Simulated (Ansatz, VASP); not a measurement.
## Two plane-wave programs on AlN

The input INCAR:

```
SYSTEM = AlN
PREC = Accurate ; ENCUT = 520
EDIFF = 1E-8 ; ISMEAR = -1
SIGMA = 0.03 ; LREAL = .False.
LASPH = .True. ; NELM = 100
ALGO = Normal ; ISIF = 2
LWAVE = .False. ; LCHARG = .False.
GGA = PS ; LEFG = .True.
NBANDS = 16
```

The input KPOINTS:

```
Automatic mesh
0
Gamma
  10 10 6
  0 0 0
```

Contents of POSCAR:

```
AlN
1.0
    3.1213377828      0.0000000000      0.0000000000
   -1.5606688914      2.7031578137      0.0000000000
    0.0000000000      0.0000000000      4.9945383275
Al N
2 2
Direct
    0.3333333333      0.6666666667      0.0000000000
    0.6666666667      0.3333333333      0.5000000000
    0.3333333333      0.6666666667      0.3850000000
    0.6666666667      0.3333333333      0.8850000000
```

Input for Ansatz:

```yaml
crystal:
  lattice:
    - [3.1213377828, 0.0, 0.0]
    - [-1.5606688914, 2.7031578137, 0.0]
    - [0.0, 0.0, 4.9945383275]
  atoms:
    - { symbol: Al, position: [0.3333333333, 0.6666666667, 0.0] }
    - { symbol: Al, position: [0.6666666667, 0.3333333333, 0.5] }
    - { symbol: "N", position: [0.3333333333, 0.6666666667, 0.385] }
    - { symbol: "N", position: [0.6666666667, 0.3333333333, 0.885] }
kpoints:
  mp_grid: { grid: [10, 10, 6] }
scf:
  occupations: { method: fermi_dirac, width: 0.03 }
hamiltonian:
  xc: pbesol
  pseudopotentials: { kind: paw }
output:
  forces: true
  stress: true
  eigenvalues: true
  efg: { contact_densities: true }
  write_density: true
  write_potential: true
  elf: true
  volumetric_format: npy
```

Change from the starting cell: volume scaled by 1.01, PAW files.

Alike in both runs: task electric field gradients; functional PBEsol; k mesh 10 × 10 × 6; occupations fermi-dirac, width 0.03 eV; no spin polarisation.

```csv
,VASP,Ansatz
version,VASP 6.6.1,Ansatz 0.2.0
potentials or method,"VASP PAW PBE potentials, release 64 (Al, N)","PAW with Ansatz's default frozen-core files, scalar-relativistic"
plane-wave cutoff (eV),520,420
valence electrons in the cell,16,16
```

Ansatz gave:

* gap on the k mesh at the Fermi level (eV): 3.99
* pressure (GPa): -1.4
* largest component of the traceless stress (GPa): 1.14
* rms of the force components (eV/Å): 0.102
* Vzz of the field gradient on the site that differs most (V/Å²): 0.3

Q: What did VASP give for the same quantities?

A: gap on the k mesh at the Fermi level (eV): 4.00; pressure (GPa): -1.5; largest component of the traceless stress (GPa): 1.16; rms of the force components (eV/Å): 0.102; Vzz of the field gradient on the site that differs most (V/Å²): 0.6.

Atom by atom the forces differ by 0.001 eV/Å (rms over components).

Caveats: the PAW data sets were made with another functional, which shifts forces and pressure a little (VASP).
